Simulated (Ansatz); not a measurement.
GaN at 40 GPa: from Born charge to LO–TO splitting and polaron coupling

The calculation used DFT PBE, scalar-relativistic, plane waves, PAW in Ansatz. Settings: 420 eV plane-wave cutoff, Γ-centred 10×10×10 mesh, fixed occupations. No spin polarisation. Phonons by linear response, acoustic sum rule imposed.

The cell, relaxed at 40 GPa:
```
CELL_PARAMETERS angstrom
0.00000 2.15414 2.15414
2.15414 0.00000 2.15414
2.15414 2.15414 0.00000
ATOMIC_POSITIONS crystal
Ga 0.00000 0.00000 0.00000
N 0.75000 0.75000 0.75000
```

Other phases may be more stable at this pressure.

Linear response gives ν_TO = 654.7 cm⁻¹, Born charges ±2.603 e (positive on Ga) and ε∞ = 5.336. The primitive cell holds 19.992 Å³, and the masses are 69.723 and 14.007 amu.

Question: Find ν_LO and the static dielectric constant.

Answer: The long-wave field adds a restoring force: ω_LO² − ω_TO² = Z*²e²/(ε_vac ε∞ μV). In these units ν_LO² − ν_TO² = 4.92064×10⁷ Z*²/(μ V ε∞) cm⁻², with μ = m₁m₂/(m₁ + m₂) = 11.664 amu: 267939 cm⁻². So ν_LO = √(654.7² + 267939) = 834.6 cm⁻¹, and the run gives 834.6. Lyddane–Sachs–Teller then gives ε0 = ε∞ (ν_LO/ν_TO)² = 8.67, against 8.67 in the run (it forms both from the same three quantities, so the match checks the arithmetic only). Between ν_TO and ν_LO the dielectric function is negative and an undamped crystal reflects fully: a reststrahlen band from 12.0 to 15.3 μm.

Question: What do the Clausius–Mossotti polarisability and the Szigeti charge come to?

Answer: With the Lorentz local field, α = (3V/4π)(ε∞ − 1)/(ε∞ + 2) = 2.82 Å³ for the pair, and e_S = 3Z*/(ε∞ + 2) = 1.06 e. The Born charge includes the electrons' response to the dipole's own local field, and e_S takes that enhancement out. The Lorentz field assumes point-like polarisable ions, a poor picture once ε∞ is this large, since the electron clouds then overlap or are shared, so both numbers are formal here.

Question: How strongly does a slow electron couple to the LO mode?

Answer: For one isotropic parabolic band, Fröhlich's constant is α_F = (1/ε∞ − 1/ε0) √(m* Ry/ħω_LO), with Ry = 13.606 eV, ħω_LO = 103.5 meV and m* in free-electron masses: α_F = 0.0721 × 11.47 × √m* = 0.83 √m*. The band mass isn't part of this run; for m* = 0.1, 0.3 and 1 it gives 0.26, 0.45, 0.83. In weak coupling the polaron lies α_F ħω_LO below the band edge (47 meV at m* = 0.3) with a mass m*(1 + α_F/6); past α_F of about 5 or 6 that expansion fails. A semilocal functional's ε∞ tends to be too large, which taken alone lowers α_F.

This zinc-blende form isn't the usual stable structure of the compound at low pressure.

Cost: 1 run of about 0.68 core-minutes, on Intel Xeon Platinum 8375C (Ice Lake) (shared hosts).